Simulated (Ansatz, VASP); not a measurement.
# BiS: VASP beside Ansatz

```
Bi S
1.0
     3.57983    0.00000    0.00000
     0.00000    3.57983    0.00000
     0.00000    0.00000    3.57983
Bi S
1 1
Cartesian
  0.0000 0.0000 0.0000
  1.7899 1.7899 1.7899
```

The cell comes from a database or a generator and needn't be the stable form of this composition.

Alike in both runs: task single point; functional PBE; k mesh 10 × 10 × 10; occupations gaussian, width 0.05 eV; no spin polarisation.

|  | VASP | Ansatz |
| --- | --- | --- |
| version | VASP 6.6.1 | Ansatz 0.2.0 |
| potentials or method | VASP PAW PBE potentials, release 64 (Bi_d, S) | scalar-relativistic, plane waves, PAW |
| plane-wave cutoff (eV) | 520 | 420 |
| valence electrons in the cell | 21 | 21 |

|  | VASP | Ansatz | Ansatz less VASP |
| --- | --- | --- | --- |
| pressure (GPa) | -0.1 | 0.0 | +0.08 |

The functional is the same, so the differences come from potentials, cutoffs and numerics.
